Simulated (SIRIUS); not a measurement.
ZrB2 in SIRIUS: convergence with lmax of the potential

Input of the first run (lmax of the potential 2); the others differ in this setting and in those tied to it:

Contents of sirius.json:

```json
{
  "control": {
    "processing_unit": "cpu",
    "std_evp_solver_name": "lapack",
    "gen_evp_solver_name": "lapack",
    "verbosity": 2,
    "print_forces": true,
    "ortho_rf": true,
    "use_second_variation": true,
    "rmt_max": 3.0,
    "num_bands_to_print": 24,
    "save_wf": true
  },
  "parameters": {
    "electronic_structure_method": "full_potential_lapwlo",
    "xc_functionals": ["XC_GGA_X_PBE", "XC_GGA_C_PBE"],
    "core_relativity": "dirac",
    "valence_relativity": "iora",
    "num_fv_states": 24,
    "smearing": "fermi_dirac",
    "smearing_width": 0.0018374661,
    "pw_cutoff": 20,
    "gk_cutoff": 3.82,
    "lmax_apw": 11,
    "lmax_rho": 2,
    "lmax_pot": 2,
    "num_mag_dims": 0,
    "auto_rmt": 0,
    "ngridk": [10, 10, 8],
    "shiftk": [0, 0, 0],
    "num_dft_iter": 80,
    "energy_tol": 1e-07,
    "density_tol": 1e-05,
    "use_symmetry": true
  },
  "settings": {"tol_ne": 1e-10},
  "iterative_solver": {"type": "exact"},
  "mixer": {"type": "anderson", "beta": 0.5, "max_history": 8},
  "unit_cell": {
    "lattice_vectors": [[5.9904318151, 0.0, 0.0], [-2.9952159075, 5.1878661315, 0.0], [0.0, 0.0, 6.6764023983]],
    "atom_types": ["B", "Zr"],
    "atom_files": {"B": "B.json", "Zr": "Zr.json"},
    "atoms": {"B": [[0.6666666667, 0.3333333333, 0.5], [0.3333333333, 0.6666666667, 0.5]], "Zr": [[0.0, 0.0, 0.0]]}
  }
}
```

File B.json:

```json
{
  "name": "boron",
  "symbol": "B",
  "number": 5,
  "mass": 10.811,
  "rmin": 1e-06,
  "rmt": 1.7,
  "nrmt": 800,
  "rinf": 17.81,
  "core": "1s",
  "valence": [
    {"basis": [{"enu": 0.24, "dme": 0, "n": 0, "auto": 0}, {"enu": 0.24, "dme": 1, "n": 0, "auto": 0}]},
    {"l": 0, "n": 1, "basis": [{"enu": 0.2859, "dme": 0, "n": 0, "auto": 0}]},
    {"l": 1, "n": 2, "basis": [{"enu": 0.34, "dme": 0, "n": 0, "auto": 0}]},
    {"l": 2, "n": 3, "basis": [{"enu": 0.34, "dme": 0, "n": 0, "auto": 0}]},
    {"l": 3, "n": 4, "basis": [{"enu": 0.34, "dme": 0, "n": 0, "auto": 0}]}
  ],
  "lo": [
    {
      "l": 0,
      "basis": [{"enu": 0.2859, "dme": 0, "n": 0, "auto": 0}, {"enu": 0.2859, "dme": 1, "n": 0, "auto": 0}]
    },
    {
      "l": 0,
      "basis": [{"enu": 0.2859, "dme": 1, "n": 0, "auto": 0}, {"enu": 0.2859, "dme": 2, "n": 0, "auto": 0}]
    },
    {
      "l": 0,
      "basis": [{"enu": 0.2859, "dme": 0, "n": 0, "auto": 0}, {"enu": 4.4381, "dme": 0, "n": 0, "auto": 0}]
    },
    {"l": 1, "basis": [{"enu": 0.34, "dme": 0, "n": 0, "auto": 0}, {"enu": 0.34, "dme": 1, "n": 0, "auto": 0}]},
    {"l": 1, "basis": [{"enu": 0.34, "dme": 1, "n": 0, "auto": 0}, {"enu": 0.34, "dme": 2, "n": 0, "auto": 0}]},
    {"l": 1, "basis": [{"enu": 0.34, "dme": 0, "n": 0, "auto": 0}, {"enu": 5.1151, "dme": 0, "n": 0, "auto": 0}]},
    {"l": 2, "basis": [{"enu": 0.34, "dme": 0, "n": 0, "auto": 0}, {"enu": 0.34, "dme": 1, "n": 0, "auto": 0}]},
    {"l": 2, "basis": [{"enu": 0.34, "dme": 1, "n": 0, "auto": 0}, {"enu": 0.34, "dme": 2, "n": 0, "auto": 0}]},
    {"l": 2, "basis": [{"enu": 0.34, "dme": 0, "n": 0, "auto": 0}, {"enu": 5.7379, "dme": 0, "n": 0, "auto": 0}]},
    {"l": 3, "basis": [{"enu": 0.34, "dme": 0, "n": 0, "auto": 0}, {"enu": 0.34, "dme": 1, "n": 0, "auto": 0}]}
  ],
  "free_atom": [... radial grid and density of the free atom, the start of the SCF ...]
}
```

File Zr.json:

```json
{
  "name": "zirconium",
  "symbol": "Zr",
  "number": 40,
  "mass": 91.224,
  "rmin": 1e-06,
  "rmt": 2.48,
  "nrmt": 800,
  "rinf": 17.42,
  "core": "1s2s2p3s3p",
  "valence": [
    {"basis": [{"enu": 0.24, "dme": 0, "n": 0, "auto": 0}, {"enu": 0.24, "dme": 1, "n": 0, "auto": 0}]},
    {"l": 0, "n": 1, "basis": [{"enu": 0.34, "dme": 0, "n": 0, "auto": 0}]},
    {"l": 1, "n": 2, "basis": [{"enu": 0.34, "dme": 0, "n": 0, "auto": 0}]},
    {"l": 2, "n": 3, "basis": [{"enu": 0.34, "dme": 0, "n": 0, "auto": 0}]},
    {"l": 3, "n": 4, "basis": [{"enu": 0.34, "dme": 0, "n": 0, "auto": 0}]}
  ],
  "lo": [
    {"l": 0, "basis": [{"enu": 0.34, "dme": 0, "n": 0, "auto": 0}, {"enu": 0.34, "dme": 1, "n": 0, "auto": 0}]},
    {
      "l": 0,
      "basis": [{"enu": -1.5212, "dme": 0, "n": 4, "auto": 1}, {"enu": -1.5212, "dme": 1, "n": 4, "auto": 1}]
    },
    {
      "l": 0,
      "basis": [{"enu": -1.5212, "dme": 1, "n": 4, "auto": 1}, {"enu": 0.34, "dme": 0, "n": 0, "auto": 0}]
    },
    {"l": 0, "basis": [{"enu": 0.34, "dme": 0, "n": 0, "auto": 0}, {"enu": 2.9415, "dme": 0, "n": 0, "auto": 0}]},
    {"l": 1, "basis": [{"enu": 0.34, "dme": 0, "n": 0, "auto": 0}, {"enu": 0.34, "dme": 1, "n": 0, "auto": 0}]},
    {
      "l": 1,
      "basis": [{"enu": -0.7159, "dme": 0, "n": 4, "auto": 1}, {"enu": -0.7159, "dme": 1, "n": 4, "auto": 1}]
    },
    {
      "l": 1,
      "basis": [{"enu": -0.7159, "dme": 1, "n": 4, "auto": 1}, {"enu": 0.34, "dme": 0, "n": 0, "auto": 0}]
    },
    {"l": 1, "basis": [{"enu": 0.34, "dme": 0, "n": 0, "auto": 0}, {"enu": 3.3317, "dme": 0, "n": 0, "auto": 0}]},
    {"l": 2, "basis": [{"enu": 0.34, "dme": 0, "n": 0, "auto": 0}, {"enu": 0.34, "dme": 1, "n": 0, "auto": 0}]},
    {"l": 2, "basis": [{"enu": 0.34, "dme": 1, "n": 0, "auto": 0}, {"enu": 0.34, "dme": 2, "n": 0, "auto": 0}]},
    {
      "l": 2,
      "basis": [{"enu": -5.9526, "dme": 0, "n": 3, "auto": 1}, {"enu": -5.9526, "dme": 1, "n": 3, "auto": 1}]
    },
    {"l": 2, "basis": [{"enu": 0.34, "dme": 0, "n": 0, "auto": 0}, {"enu": 2.8764, "dme": 0, "n": 0, "auto": 0}]},
    {"l": 3, "basis": [{"enu": 0.34, "dme": 0, "n": 0, "auto": 0}, {"enu": 0.34, "dme": 1, "n": 0, "auto": 0}]},
    {"l": 3, "basis": [{"enu": 0.34, "dme": 0, "n": 0, "auto": 0}, {"enu": 3.1691, "dme": 0, "n": 0, "auto": 0}]}
  ],
  "free_atom": [... radial grid and density of the free atom, the start of the SCF ...]
}
```

sirius_start.json

```json
{
  "control": {
    "processing_unit": "cpu",
    "std_evp_solver_name": "lapack",
    "gen_evp_solver_name": "lapack",
    "verbosity": 1,
    "print_forces": false,
    "ortho_rf": true,
    "use_second_variation": true,
    "rmt_max": 3.0,
    "num_bands_to_print": 24,
    "save_wf": false
  },
  "parameters": {
    "electronic_structure_method": "full_potential_lapwlo",
    "xc_functionals": ["XC_LDA_X", "XC_LDA_C_PW"],
    "core_relativity": "dirac",
    "valence_relativity": "iora",
    "num_fv_states": 24,
    "smearing": "fermi_dirac",
    "smearing_width": 0.0055123983,
    "pw_cutoff": 20,
    "gk_cutoff": 3.06,
    "lmax_apw": 11,
    "lmax_rho": 2,
    "lmax_pot": 2,
    "num_mag_dims": 0,
    "auto_rmt": 0,
    "ngridk": [4, 4, 3],
    "shiftk": [0, 0, 0],
    "num_dft_iter": 30,
    "energy_tol": 0.01,
    "density_tol": 0.05,
    "use_symmetry": true
  },
  "settings": {"tol_ne": 1e-10},
  "iterative_solver": {"type": "exact"},
  "mixer": {"type": "anderson", "beta": 0.5, "max_history": 8},
  "unit_cell": {
    "lattice_vectors": [[5.9904318151, 0.0, 0.0], [-2.9952159075, 5.1878661315, 0.0], [0.0, 0.0, 6.6764023983]],
    "atom_types": ["B", "Zr"],
    "atom_files": {"B": "B.json", "Zr": "Zr.json"},
    "atoms": {"B": [[0.6666666667, 0.3333333333, 0.5], [0.3333333333, 0.6666666667, 0.5]], "Zr": [[0.0, 0.0, 0.0]]}
  }
}
```

Potentials or basis: all-electron FP-LAPW, apw+lo standard.

The run is started by

```sh
$ OMP_NUM_THREADS=1 sirius.scf --input=sirius_start.json --output=start.json
$ OMP_NUM_THREADS=1 sirius.scf --input=sirius.json --output=output.json --task=1
```

Hardware: 1 thread of Arm Neoverse V1, with other jobs on the host.

Question: The values tried are 2, 3, 4, 6, 8, 10, loosest first. From which on does the energy stay within 1 meV/atom of the tightest run that finished?

Answer: From 6 on.

| lmax of the potential | energy less the tightest run, at zero smearing (meV/atom) | SCF cycles | CPU time (s) | peak memory (GiB) |
| --- | --- | --- | --- | --- |
| 2 | 33.46 | 7 | 74 | 0.42 |
| 3 | 7.43 | 7 | 73 | 0.44 |
| 4 | 1.08 | 7 | 75 | 0.46 |
| 6 | 0.00 | 7 | 80 | 0.52 |
| 8 | 0.00 | 7 | 89 | 0.59 |
| 10 | 0.00 | 7 | 99 | 0.69 |

The tightest run that finished is the yardstick and may itself not be fully converged.
